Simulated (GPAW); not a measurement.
Runs of GPAW 26.7.0 on Ir. It takes space group P6_3/mmc (No. 194, hexagonal). The conventional cell has a = 2.751 Å, b = 2.751 Å, c = 4.462 Å, α = 90.00°, β = 90.00°, γ = 120.00°. Around Ir (site symmetry -6m2) lie 12 Ir at 2.74 to 2.75 Å. This isn't the form of Ir at room conditions, which is fcc.

```tsv
task	level	potentials or basis	cell	k mesh	optimizer	fmax	max steps	target pressure	convergence	gap on the mesh (eV)	pressure (GPa)
relaxation of cell and atoms	PBEsol	PAW data sets generated in the run's folder for this functional, pw	relaxed to 5 GPa	8 × 8 × 5	BFGS	0.02 eV/Å	60	5 GPa	density=1e-05 forces=0.0001	none	4.9
band structure	LDA	the program's PAW data sets (release 1.2.1) made for this functional, pw	as given	9 × 9 × 5	-	-	-	-	-	-	-19.8
single point	PBEsol	PAW data sets generated in the run's folder for this functional, pw	as given	11 × 11 × 6	-	-	-	-	-	none	-13.4
band structure	PBEsol	PAW data sets generated in the run's folder for this functional, pw	as given	9 × 9 × 5	-	-	-	-	-	-	(a)
relaxation of cell and atoms	PBEsol	PAW data sets generated in the run's folder for this functional, pw	relaxed to 30 GPa	8 × 8 × 5	BFGS	0.02 eV/Å	60	30 GPa	density=1e-05 forces=0.0001	none	30.0
```

Alike in all rows: no spin polarisation; cutoff (eV) 600; smearing fermi-dirac 0.05 eV.

Question: Estimate the missing entries.

Answer: (a) -13.6.

Caveats: later steps reuse the first step's grids (some runs); spin-orbit coupling is left out, which moves the levels of the heavy elements (some runs).

A k mesh can miss the band edges, and the runs leave out spin-orbit coupling on Ir.

A gap of «none» marks a metal or a gap under the smearing width.
